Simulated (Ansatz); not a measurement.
# GaN: the cost of one run

Program: Ansatz 0.2.0. Level of theory: DFT PBE, scalar-relativistic, plane waves, PAW. These are calculated values, not measurements.

**1. The system as given**

It takes space group P6_3mc (No. 186, hexagonal). Conventional cell: a = 2.554 Å, b = 2.554 Å, c = 4.227 Å, α = 90.00°, β = 90.00°, γ = 120.00°. Around B (site symmetry 3m) lie 4 N at 1.57 to 1.58 Å. N (site symmetry 3m) is surrounded by 4 B at 1.57 to 1.58 Å.

As a file:

```cif
data_structure
_symmetry_space_group_name_H-M 'P6_3mc'
_symmetry_Int_Tables_number 186
_cell_length_a 2.5539
_cell_length_b 2.5539
_cell_length_c 4.2269
_cell_angle_alpha 90.000
_cell_angle_beta 90.000
_cell_angle_gamma 120.000
_cell_volume 23.88
loop_
_atom_site_label
_atom_site_type_symbol
_atom_site_symmetry_multiplicity
_atom_site_Wyckoff_symbol
_atom_site_fract_x
_atom_site_fract_y
_atom_site_fract_z
_atom_site_occupancy
B1 B 2 b 0.66667 0.33333 0.99972 1
N1 N 2 b 0.66667 0.33333 0.62528 1
```

The structure comes from the Materials Project (structure only).

**2. One element swapped, cell strained: B → Ga, first probe**

What differs from the listed cell: Ga takes all sites of B, and lengths are scaled by 1.147 as a first guess of the size; strain xx, yy, zz, yz, xz, xy = -0.7, -0.7, -2.2, +0.0, +0.0, +0.0 %; atoms moved by 0.15 Å root mean square, at most 0.15 Å.

Input file input.yaml:

```yaml
crystal:
  lattice:
    - [2.9101925253, 0.0, 0.0]
    - [-1.4550962627, 2.5203006568, 0.0]
    - [0.0, 0.0, 4.7437362636]
  atoms:
    - { symbol: Ga, position: [0.66666667, 0.33333333, 1.0352113777] }
    - { symbol: Ga, position: [0.33333333, 0.66666667, 0.5352113777] }
    - { symbol: "N", position: [0.66666667, 0.33333333, 0.5897886223] }
    - { symbol: "N", position: [0.33333333, 0.66666667, 0.0897886223] }
basis:
  ecutwfc: 420
kpoints:
  mp_grid: { grid: [9, 9, 4] }
hamiltonian:
  xc: pbe
scf:
  occupations: { method: gaussian, width: 0.1 }
output:
  forces: true
  stress: true
  eigenvalues: true
```

Run with:

```console
ansatz run input.yaml --threads 1 --pin off --max-ram 1331MiB --backend cpu --events-out ev --progress --plain --runs-dir out
```

Q: Estimate wall time and peak memory on 1 thread of an Arm CPU, shared host.

About 4.9 s, with a peak of 0.33 GiB.
